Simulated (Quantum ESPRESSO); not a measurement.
# Zn in Quantum ESPRESSO: work function with PBE

Aim: the work function of Zn with PBE.

All numbers are computed with Quantum ESPRESSO 7.5; they aren't measurements. Logs are shortened: lines on timing, memory, paths and dates and some standing lists are left out, and cuts for length are marked.

**1. The structure**

The cell holds a slab with vacuum, 6 atoms: a = 2.617 Å, b = 2.619 Å, c = 27.159 Å, α = 90.00°, β = 90.00°, γ = 119.98°.

**2. Work function, PBE**

Input file pw.in:

```
&CONTROL
  calculation = 'scf'
  prefix = 'pwscf'
  outdir = './tmp'
  pseudo_dir = './pseudo'
  tprnfor = .true.
  disk_io = 'low'
  tefield = .true.
  dipfield = .true.
/
&SYSTEM
  ibrav = 0
  celldm(1) = 8
  nat = 6
  ntyp = 1
  ecutwfc = 84
  nbnd = 76
  occupations = 'smearing'
  smearing = 'fd'
  degauss = 0.00367493
  edir = 3
  emaxpos = 0.9816
  eopreg = 0.0368
  eamp = 0
/
&ELECTRONS
  conv_thr = 6d-09
  electron_maxstep = 150
  mixing_beta = 0.3
  mixing_mode = 'local-TF'
/
ATOMIC_SPECIES
Zn    65.3800 Zn.upf
CELL_PARAMETERS alat
  0.6181705216326   0.0000000000000   0.0000000000000
 -0.3090852608163   0.5357775540186   0.0000000000000
  0.0000000000000   0.0000000000000   6.4153351958487
ATOMIC_POSITIONS crystal
Zn     0.3393536486    0.6787072973    0.2761536518
Zn     0.0115275509    0.0230551018    0.3651252919
Zn     0.3508811995    0.7017623991    0.4550417640
Zn     0.6902348482    0.3804696963    0.5449582360
Zn     0.3624087504    0.7248175009    0.6339298761
Zn     0.7017623991    0.4035247981    0.7238463482
K_POINTS automatic
12 12 1 0 0 0
```

Input file pp_density.in:

```
&INPUTPP
  prefix = 'pwscf'
  outdir = './tmp'
  filplot = 'density.dat'
  plot_num = 0
/
&PLOT
  nfile = 1
  filepp(1) = 'density.dat'
  iflag = 3
  output_format = 6
  fileout = 'density.cube'
/
```

Input file pp_potential.in:

```
&INPUTPP
  prefix = 'pwscf'
  outdir = './tmp'
  filplot = 'potential.dat'
  plot_num = 11
/
&PLOT
  nfile = 1
  filepp(1) = 'potential.dat'
  iflag = 3
  output_format = 6
  fileout = 'potential.cube'
/
```

Input file pp_elf.in:

```
&INPUTPP
  prefix = 'pwscf'
  outdir = './tmp'
  filplot = 'elf.dat'
  plot_num = 8
/
&PLOT
  nfile = 1
  filepp(1) = 'elf.dat'
  iflag = 3
  output_format = 6
  fileout = 'elf.cube'
/
```

Potentials or basis: Ansatz NC SR PBE.

Started as:

```
$ OMP_NUM_THREADS=1 mpirun -n 2 pw.x -nk 2 -in pw.in > pw.out
$ OMP_NUM_THREADS=1 mpirun -n 1 pp.x -in pp_density.in > pp_density.out
$ OMP_NUM_THREADS=1 mpirun -n 1 pp.x -in pp_potential.in > pp_potential.out
$ OMP_NUM_THREADS=1 mpirun -n 1 pp.x -in pp_elf.in > pp_elf.out
```

pw.out:

```text
[... set-up lines left out ...]
     Self-consistent Calculation

     iteration #  1     ecut=    84.00 Ry     beta= 0.30
     Davidson diagonalization with overlap
     ethr =  1.00E-02,  avg # of iterations =  6.0

     Threshold (ethr) on eigenvalues was too large:
     Diagonalizing with lowered threshold

     Davidson diagonalization with overlap
     ethr =  1.30E-04,  avg # of iterations =  4.8

     negative rho (up, down):  4.041E-05 0.000E+00

     Adding external electric field

     Computed dipole along edir(3) :
        Dipole                0.0001 Ry au,          0.0002 Debye
        Dipole field          0.0000 Ry au,

        Potential amp.       -0.0001 Ry
        Total length         49.4340 bohr

     total energy              =   -2508.15636404 Ry
     estimated scf accuracy    <       0.16203483 Ry

     iteration #  2     ecut=    84.00 Ry     beta= 0.30
     Davidson diagonalization with overlap
     ethr =  1.35E-04,  avg # of iterations =  1.0

     negative rho (up, down):  4.868E-05 0.000E+00

     Adding external electric field

     Computed dipole along edir(3) :
        Dipole                0.0004 Ry au,          0.0010 Debye
        Dipole field          0.0000 Ry au,

        Potential amp.       -0.0004 Ry
        Total length         49.4340 bohr
[... 164 lines left out ...]
     Computed dipole along edir(3) :
        Dipole                0.0007 Ry au,          0.0017 Debye
        Dipole field          0.0000 Ry au,

        Potential amp.       -0.0008 Ry
        Total length         49.4340 bohr

     total energy              =   -2508.13511691 Ry
     estimated scf accuracy    <       0.00000004 Ry

     iteration # 13     ecut=    84.00 Ry     beta= 0.30
     Davidson diagonalization with overlap
     ethr =  3.42E-11,  avg # of iterations =  2.0

     Adding external electric field

     Computed dipole along edir(3) :
        Dipole                0.0005 Ry au,          0.0013 Debye
        Dipole field          0.0000 Ry au,

        Potential amp.       -0.0006 Ry
        Total length         49.4340 bohr

     End of self-consistent calculation

          k = 0.0000 0.0000 0.0000 ( 14083 PWs)   bands (ev):

  -120.0568-120.0505-120.0341-120.0304-119.7228-119.7105 -74.1962 -74.1897
   -74.1897 -74.1883 -74.1835 -74.1833 -74.1694 -74.1682 -74.1680 -74.1672
   -74.1645 -74.1644 -73.8666 -73.8542 -73.8504 -73.8501 -73.8379 -73.8378
    -4.0499  -3.5787  -2.8989  -2.3555  -2.0855  -2.0798  -1.3724  -1.2664
    -1.1557  -1.1533  -1.1391  -1.1340  -1.1142  -1.1104  -1.1078  -1.1042
    -1.0437  -0.7972  -0.7952  -0.7853  -0.7806  -0.6801  -0.6750  -0.6163
    -0.6138  -0.5458  -0.5450  -0.5207  -0.5006  -0.4960  -0.2518  -0.2504
    -0.2414  -0.2390   0.6199   2.3649   3.7144   6.0557   8.2549   9.9743
    10.5180  11.6347  11.7484  13.7857  13.9739  16.4109  16.8220  19.3056
    20.2319  23.1804  24.4996  24.8851

          k = 0.0000 0.1555 0.0000 ( 14155 PWs)   bands (ev):

  -120.0566-120.0503-120.0338-120.0302-119.7226-119.7103 -74.1958 -74.1921
   -74.1903 -74.1881 -74.1857 -74.1841 -74.1704 -74.1691 -74.1688 -74.1671
   -74.1667 -74.1652 -73.8663 -73.8540 -73.8525 -73.8510 -73.8403 -73.8385
    -3.8381  -3.3716  -2.7074  -2.2128  -1.9702  -1.9611  -1.3531  -1.2630
    -1.1837  -1.1675  -1.1414  -1.1349  -1.1016  -1.0836  -1.0666  -1.0600
    -1.0543  -0.8497  -0.8194  -0.7766  -0.7522  -0.7381  -0.7020  -0.6904
    -0.6570  -0.6210  -0.5817  -0.5495  -0.4969  -0.3369  -0.2943  -0.2583
    -0.2460  -0.1823   0.8519   2.5280   4.0038   6.2683   8.4535  10.1702
    10.7219  11.8368  11.9497  13.9899  14.1696  16.6168  17.0146  19.5215
    20.4120  21.6105  22.0893  22.8770

          k = 0.0000 0.3111 0.0000 ( 14171 PWs)   bands (ev):

  -120.0560-120.0497-120.0332-120.0295-119.7219-119.7097 -74.1987 -74.1948
   -74.1921 -74.1920 -74.1875 -74.1858 -74.1768 -74.1733 -74.1705 -74.1685
   -74.1668 -74.1663 -73.8656 -73.8590 -73.8533 -73.8526 -73.8468 -73.8401
    -3.2268  -2.7866  -2.2032  -1.8953  -1.6885  -1.6771  -1.3303  -1.2875
    -1.2472  -1.2118  -1.1867  -1.1539  -1.1068  -1.0294  -0.9656  -0.9590
    -0.9469  -0.9214  -0.9163  -0.8462  -0.8316  -0.7516  -0.7354  -0.6862
    -0.6179  -0.5731  -0.5587  -0.5366  -0.4975  -0.4380  -0.3205  -0.2761
    -0.2650   0.2369   1.4147   3.0066   4.8137   6.9053   9.0471  10.7564
    11.3322  12.4383  12.5512  14.5955  14.7471  17.2016  17.4830  17.6540
    18.0962  18.8948  19.8969  20.1642
[... 809 lines left out ...]
  -120.0539-120.0476-120.0311-120.0275-119.7199-119.7076 -74.2165 -74.2105
   -74.2007 -74.1954 -74.1942 -74.1924 -74.1896 -74.1858 -74.1789 -74.1754
   -74.1666 -74.1643 -73.8771 -73.8646 -73.8634 -73.8611 -73.8511 -73.8489
    -1.6399  -1.6130  -1.5886  -1.5362  -1.5038  -1.4761  -1.4018  -1.3381
    -1.2472  -1.1946  -1.1425  -1.1149  -1.0477  -1.0176  -0.9879  -0.9501
    -0.8967  -0.8265  -0.7773  -0.7086  -0.6787  -0.6708  -0.6301  -0.5497
    -0.4566  -0.4257  -0.3825  -0.3715  -0.2163  -0.2099   0.8867   1.2794
     1.9886   2.9866   4.2750   5.6807   8.2788   9.9805  10.8967  11.3391
    11.9829  12.2374  13.1442  13.2411  13.7110  13.7691  14.3592  14.4978
    14.6681  15.3667  15.5556  15.7172

          k = 0.6740 0.2333 0.0000 ( 14141 PWs)   bands (ev):

  -120.0538-120.0475-120.0310-120.0274-119.7197-119.7075 -74.2198 -74.2136
   -74.1989 -74.1984 -74.1951 -74.1925 -74.1900 -74.1857 -74.1772 -74.1736
   -74.1665 -74.1642 -73.8803 -73.8678 -73.8633 -73.8593 -73.8509 -73.8471
    -1.8509  -1.8296  -1.7942  -1.7556  -1.6236  -1.5630  -1.4477  -1.4079
    -1.3736  -1.3037  -1.1138  -1.0333  -0.9311  -0.8947  -0.8335  -0.8146
    -0.7021  -0.6758  -0.6399  -0.5946  -0.5710  -0.5097  -0.4357  -0.4154
    -0.4044  -0.3943  -0.3545  -0.3485  -0.1428  -0.1320   1.1198   1.5447
     2.2899   3.3058   4.5873   5.9411   8.5971   8.9878   9.4091   9.9973
    10.5947  11.2385  12.0786  12.6954  13.9456  14.1782  14.8050  15.7192
    15.8614  15.9128  16.3397  16.3693

          k =-0.8088-0.4666 0.0000 ( 14152 PWs)   bands (ev):

  -120.0533-120.0471-120.0306-120.0269-119.7193-119.7071 -74.2253 -74.2191
   -74.2039 -74.2004 -74.1990 -74.1926 -74.1893 -74.1856 -74.1773 -74.1737
   -74.1661 -74.1638 -73.8858 -73.8733 -73.8628 -73.8594 -73.8505 -73.8472
    -1.9692  -1.9482  -1.9256  -1.8940  -1.7317  -1.6598  -1.5383  -1.4900
    -1.4712  -1.3903  -1.1134  -1.0827  -0.9367  -0.8316  -0.8008  -0.7126
    -0.6929  -0.5696  -0.5255  -0.4610  -0.3562  -0.3483  -0.3148  -0.3052
    -0.3043  -0.2939  -0.2782  -0.2756   0.0424   0.0547   3.7889   4.0638
     4.4549   4.7099   5.0891   5.1522   6.9279   7.4045   7.9729   8.1349
     9.2893   9.7383  11.2917  12.1407  13.7483  13.9151  15.0906  15.8751
    16.9378  17.1204  17.2271  17.8066

          k =-0.8088-0.3111 0.0000 ( 14170 PWs)   bands (ev):

  -120.0533-120.0471-120.0306-120.0269-119.7193-119.7071 -74.2240 -74.2179
   -74.2026 -74.2003 -74.1991 -74.1939 -74.1893 -74.1856 -74.1786 -74.1750
   -74.1661 -74.1638 -73.8845 -73.8721 -73.8628 -73.8607 -73.8505 -73.8484
    -1.8979  -1.8774  -1.8536  -1.8182  -1.6904  -1.6184  -1.4821  -1.4370
    -1.4274  -1.3630  -1.1087  -1.0709  -0.9605  -0.8715  -0.8173  -0.7652
    -0.6852  -0.6195  -0.5385  -0.5122  -0.4240  -0.4061  -0.3889  -0.3778
    -0.3584  -0.3426  -0.2947  -0.2921  -0.0528  -0.0411   3.1209   3.5442
     4.2381   5.0714   5.6547   5.7530   7.2311   7.6572   8.2481   8.4144
     9.6202  10.6871  10.9315  12.2891  13.8058  14.3475  15.1523  15.3522
    15.8757  16.1084  16.6636  16.7207

          k =-0.8088-0.1555 0.0000 ( 14157 PWs)   bands (ev):

  -120.0533-120.0471-120.0306-120.0269-119.7193-119.7071 -74.2209 -74.2148
   -74.2034 -74.1996 -74.1970 -74.1960 -74.1892 -74.1857 -74.1816 -74.1781
   -74.1661 -74.1638 -73.8814 -73.8689 -73.8638 -73.8628 -73.8516 -73.8504
    -1.7036  -1.6928  -1.6694  -1.6150  -1.5689  -1.5296  -1.3972  -1.3476
    -1.2650  -1.2333  -1.1136  -1.0747  -1.0059  -0.9623  -0.8889  -0.8604
    -0.7857  -0.7599  -0.7142  -0.6672  -0.6244  -0.5480  -0.4848  -0.4525
    -0.4358  -0.4280  -0.3826  -0.3627  -0.1882  -0.1817   2.6350   3.0801
     3.8243   4.8045   5.9961   7.0270   8.1595   8.5030   9.1320   9.8165
    10.4846  11.3490  11.7949  12.5647  12.7085  13.0909  13.8698  14.0549
    14.8536  15.1731  15.6609  16.1715

          k =-0.8088 0.0000 0.0000 ( 14165 PWs)   bands (ev):

  -120.0533-120.0471-120.0306-120.0269-119.7193-119.7071 -74.2188 -74.2127
   -74.2055 -74.1993 -74.1973 -74.1941 -74.1892 -74.1859 -74.1834 -74.1801
   -74.1661 -74.1637 -73.8793 -73.8668 -73.8659 -73.8628 -73.8537 -73.8504
    -1.5703  -1.5623  -1.5161  -1.4665  -1.4408  -1.4225  -1.3389  -1.3073
    -1.2172  -1.1457  -1.1319  -1.0996  -1.0334  -1.0132  -1.0053  -0.9617
    -0.9134  -0.8420  -0.8086  -0.7435  -0.6699  -0.6645  -0.6379  -0.5503
    -0.5120  -0.4767  -0.3896  -0.3703  -0.2081  -0.2038   2.4898   2.9370
     3.6862   4.6815   5.9298   7.2497   9.8255  10.0018  10.1570  10.4924
    10.5815  11.1904  11.2671  11.8257  12.3292  12.4407  13.2648  13.5065
    13.9950  15.0095  15.1338  15.3876

          k =-0.8088 0.1555 0.0000 ( 14157 PWs)   bands (ev):

  -120.0533-120.0471-120.0306-120.0269-119.7193-119.7071 -74.2209 -74.2148
   -74.2034 -74.1996 -74.1970 -74.1960 -74.1892 -74.1857 -74.1816 -74.1781
   -74.1661 -74.1638 -73.8814 -73.8689 -73.8638 -73.8628 -73.8516 -73.8504
    -1.7036  -1.6928  -1.6694  -1.6150  -1.5689  -1.5296  -1.3972  -1.3476
    -1.2650  -1.2333  -1.1136  -1.0747  -1.0059  -0.9623  -0.8889  -0.8604
    -0.7857  -0.7599  -0.7142  -0.6672  -0.6244  -0.5480  -0.4848  -0.4525
    -0.4358  -0.4280  -0.3826  -0.3627  -0.1882  -0.1817   2.6350   3.0801
     3.8243   4.8045   5.9961   7.0270   8.1595   8.5030   9.1320   9.8165
    10.4846  11.3490  11.7949  12.5647  12.7085  13.0909  13.8698  14.0549
    14.8536  15.1731  15.6609  16.1714

          k =-0.8088 0.3111 0.0000 ( 14170 PWs)   bands (ev):

  -120.0533-120.0471-120.0306-120.0269-119.7193-119.7071 -74.2240 -74.2179
   -74.2026 -74.2003 -74.1991 -74.1939 -74.1893 -74.1856 -74.1786 -74.1750
   -74.1661 -74.1638 -73.8845 -73.8721 -73.8628 -73.8607 -73.8505 -73.8484
    -1.8979  -1.8774  -1.8536  -1.8182  -1.6904  -1.6184  -1.4821  -1.4370
    -1.4274  -1.3630  -1.1087  -1.0709  -0.9605  -0.8715  -0.8173  -0.7652
    -0.6852  -0.6195  -0.5385  -0.5122  -0.4240  -0.4061  -0.3889  -0.3778
    -0.3584  -0.3426  -0.2947  -0.2921  -0.0528  -0.0411   3.1209   3.5442
     4.2381   5.0714   5.6547   5.7530   7.2311   7.6572   8.2481   8.4144
     9.6202  10.6871  10.9315  12.2891  13.8058  14.3475  15.1523  15.3522
    15.8757  16.1084  16.6636  16.7207

          k =-0.8088-1.3998 0.0000 ( 14152 PWs)   bands (ev):

  -120.0533-120.0471-120.0306-120.0269-119.7193-119.7071 -74.2253 -74.2191
   -74.2039 -74.2004 -74.1990 -74.1926 -74.1893 -74.1856 -74.1773 -74.1737
   -74.1661 -74.1638 -73.8858 -73.8733 -73.8628 -73.8594 -73.8505 -73.8472
    -1.9692  -1.9482  -1.9256  -1.8940  -1.7317  -1.6598  -1.5383  -1.4900
    -1.4712  -1.3903  -1.1134  -1.0827  -0.9367  -0.8316  -0.8008  -0.7126
    -0.6929  -0.5696  -0.5255  -0.4610  -0.3562  -0.3483  -0.3148  -0.3052
    -0.3043  -0.2939  -0.2782  -0.2756   0.0424   0.0547   3.7889   4.0638
     4.4549   4.7099   5.0891   5.1522   6.9279   7.4045   7.9729   8.1349
     9.2893   9.7383  11.2917  12.1407  13.7483  13.9151  15.0906  15.8751
    16.9378  17.1204  17.2271  17.8066

     the Fermi energy is     6.7686 ev

!    total energy              =   -2508.13511692 Ry
     estimated scf accuracy    <          1.8E-09 Ry
     smearing contrib. (-TS)   =      -0.00088839 Ry
     internal energy E=F+TS    =   -2508.13422854 Ry

     The total energy is F=E-TS. E is the sum of the following terms:
     one-electron contribution =  -17605.40914160 Ry
     hartree contribution      =    8802.75462796 Ry
     xc contribution           =    -269.45840947 Ry
     ewald contribution        =    6563.97869457 Ry
     electric field correction =       0.00000000 Ry

     convergence has been achieved in  13 iterations

     Forces acting on atoms (cartesian axes, Ry/au):

     atom    1 type  1   force =    -0.00000001    0.00046049   -0.00772598
     atom    2 type  1   force =    -0.00000000   -0.00010597    0.00076988
     atom    3 type  1   force =     0.00000001   -0.00001252    0.00003305
     atom    4 type  1   force =    -0.00000001    0.00018733   -0.00050360
     atom    5 type  1   force =     0.00000001   -0.00008013    0.00133137
     atom    6 type  1   force =    -0.00000000   -0.00044919    0.00609529

     Total force =     0.009997     Total SCF correction =     0.000464

=------------------------------------------------------------------------------=
   JOB DONE.
=------------------------------------------------------------------------------=
```

It took 19 min on 2 MPI ranks of Arm Neoverse V1, shared host; peak memory 1.7 GiB.

Results:

* Free energy: -34124.9167 eV
* Largest force: 0.199 eV/Å
* Band gap on the k mesh: none (metal or under the smearing width)
* Dipole across the slab: 0.00 D
* Work function of the upper face: 4.05 eV
* Work function of the lower face: 4.06 eV

Forces in eV/Å, atoms in the order of the input:
```
Zn   0.000  0.012 -0.199
Zn   0.000 -0.003  0.020
Zn   0.000  0.000  0.001
Zn   0.000  0.005 -0.013
Zn   0.000 -0.002  0.034
Zn   0.000 -0.012  0.157
```

Levels at points of the mesh, in eV from the Fermi level:
| k point | band 56 | band 57 | band 58 | band 59 | band 60 | band 61 | band 62 | band 63 | band 64 | band 65 |
| --- | --- | --- | --- | --- | --- | --- | --- | --- | --- | --- |
| (0.00, 0.00, 0.00) | -7.02 | -7.01 | -7.01 | -6.15 | -4.40 | -3.05 | -0.71 | 1.49 | 3.21 | 3.75 |
| (0.00, -0.50, 0.00) | -2.69 | -2.36 | -2.01 | -1.72 | -1.58 | 0.03 | 0.69 | 1.17 | 1.42 | 2.44 |
| (-0.50, 0.00, 0.00) | -2.70 | -2.31 | -2.06 | -1.68 | -1.62 | 0.16 | 0.64 | 1.20 | 1.37 | 2.52 |
| (-0.50, -0.50, 0.00) | -2.70 | -2.31 | -2.06 | -1.68 | -1.62 | 0.16 | 0.64 | 1.20 | 1.37 | 2.52 |
